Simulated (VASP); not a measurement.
Set up this calculation in VASP 6.6.1, as the native input.

```
Task                   : single point
Functional             : PBE
Potentials or basis    : VASP PAW PBE potentials, release 64 (C)
Cutoff                 : 450 eV
k mesh                 : 2 × 2 × 2
Occupations            : fermi-dirac, width 0.05 eV
Spin                   : no spin polarisation
Further INCAR settings : ALGO = Fast; EDIFF = 1e-06
```

The structure of C lies in POSCAR:

```
C
1.0
    7.1440000000      0.0000000000      0.0000000000
    0.0000000000      7.1440000000      0.0000000000
    0.0000000000      0.0000000000      7.1440000000
C
64
Direct
    0.5000000000      0.0000000000      0.0000000000
    0.7500000000      0.2500000000      0.0000000000
    0.7500000000      0.0000000000      0.2500000000
    0.0000000000      0.0000000000      0.0000000000
    0.2500000000      0.2500000000      0.0000000000
    0.5000000000      0.5000000000      0.0000000000
    0.7500000000      0.7500000000      0.0000000000
    0.2500000000      0.0000000000      0.2500000000
    0.5000000000      0.2500000000      0.2500000000
    0.7500000000      0.5000000000      0.2500000000
    0.5000000000      0.0000000000      0.5000000000
    0.7500000000      0.2500000000      0.5000000000
    0.7500000000      0.0000000000      0.7500000000
    0.0000000000      0.5000000000      0.0000000000
    0.2500000000      0.7500000000      0.0000000000
    0.0000000000      0.2500000000      0.2500000000
    0.2500000000      0.5000000000      0.2500000000
    0.5000000000      0.7500000000      0.2500000000
    0.0000000000      0.0000000000      0.5000000000
    0.2500000000      0.2500000000      0.5000000000
    0.5000000000      0.5000000000      0.5000000000
    0.7500000000      0.7500000000      0.5000000000
    0.2500000000      0.0000000000      0.7500000000
    0.5000000000      0.2500000000      0.7500000000
    0.7500000000      0.5000000000      0.7500000000
    0.0000000000      0.7500000000      0.2500000000
    0.0000000000      0.5000000000      0.5000000000
    0.2500000000      0.7500000000      0.5000000000
    0.0000000000      0.2500000000      0.7500000000
    0.2500000000      0.5000000000      0.7500000000
    0.5000000000      0.7500000000      0.7500000000
    0.0000000000      0.7500000000      0.7500000000
    0.6250000000      0.1250000000      0.1250000000
    0.8750000000      0.3750000000      0.1250000000
    0.8750000000      0.1250000000      0.3750000000
    0.1250000000      0.1250000000      0.1250000000
    0.3750000000      0.3750000000      0.1250000000
    0.6250000000      0.6250000000      0.1250000000
    0.8750000000      0.8750000000      0.1250000000
    0.3750000000      0.1250000000      0.3750000000
    0.6250000000      0.3750000000      0.3750000000
    0.8750000000      0.6250000000      0.3750000000
    0.6250000000      0.1250000000      0.6250000000
    0.8750000000      0.3750000000      0.6250000000
    0.8750000000      0.1250000000      0.8750000000
    0.1250000000      0.6250000000      0.1250000000
    0.3750000000      0.8750000000      0.1250000000
    0.1250000000      0.3750000000      0.3750000000
    0.3750000000      0.6250000000      0.3750000000
    0.6250000000      0.8750000000      0.3750000000
    0.1250000000      0.1250000000      0.6250000000
    0.3750000000      0.3750000000      0.6250000000
    0.6250000000      0.6250000000      0.6250000000
    0.8750000000      0.8750000000      0.6250000000
    0.3750000000      0.1250000000      0.8750000000
    0.6250000000      0.3750000000      0.8750000000
    0.8750000000      0.6250000000      0.8750000000
    0.1250000000      0.8750000000      0.3750000000
    0.1250000000      0.6250000000      0.6250000000
    0.3750000000      0.8750000000      0.6250000000
    0.1250000000      0.3750000000      0.8750000000
    0.3750000000      0.6250000000      0.8750000000
    0.6250000000      0.8750000000      0.8750000000
    0.1250000000      0.8750000000      0.8750000000
```

The cell was built by a generator and needn't be a form met in nature.

The input as run:

INCAR

```
PREC = Accurate
ENCUT = 450
EDIFF = 1E-6
ISMEAR = -1
SIGMA = 0.05
LREAL = False
LASPH = True
NELM = 100
ALGO = Fast
ISIF = 2
LWAVE = False
LCHARG = False
GGA = PE
```

KPOINTS

```
Automatic mesh
0
Gamma
  2 2 2
```

Potentials or basis: VASP PAW PBE potentials, release 64 (C).

Launch:

```sh
$ cat potpaw_PBE.64/C/POTCAR > POTCAR
$ mpirun -np 1 vasp_std > vasp.out
```

Results of the run:

```yaml
Band_gap_on_the_k_mesh: 4.12 eV
```

Caveat: the k mesh is coarse (spacing up to 0.44 Å⁻¹), so the values aren't converged.

Wall time 8.7 min on 1 thread of Intel(R) Xeon(R) Platinum 8488C (Sapphire Rapids) (shared host), peak memory 0.4 GiB.
